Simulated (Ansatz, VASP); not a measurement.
# One calculation of Lu, two programs

```
CELL_PARAMETERS angstrom
-1.97982 1.97982 1.97982
1.97982 -1.97982 1.97982
1.97982 1.97982 -1.97982
ATOMIC_POSITIONS crystal
Lu 0.00000 0.00000 0.00000
```

Change from the starting cell: volume scaled by 1.04.

Alike in both runs: task single point; functional PBE; k mesh 10 × 10 × 10; occupations fermi-dirac, width 0.05 eV; no spin polarisation.

|  | VASP | Ansatz |
| --- | --- | --- |
| version | VASP 6.6.1 | Ansatz 0.2.0 |
| potentials or method | VASP PAW PBE potentials, release 64 (Lu) | Ansatz PAW |
| plane-wave cutoff (eV) | 520 | 420 |
| valence electrons in the cell | 25 | 25 |

```csv
,VASP,Ansatz,Ansatz less VASP
gap on the k mesh at the Fermi level (eV),none,none,-
pressure (GPa),-1.8,-1.9,-0.10
```

A gap of «none» marks a metal or a gap that the smearing closes. With one functional, cell and mesh, what is left measures potentials, basis and numerics.

Spin-orbit coupling is left out, which matters for the levels of Lu.
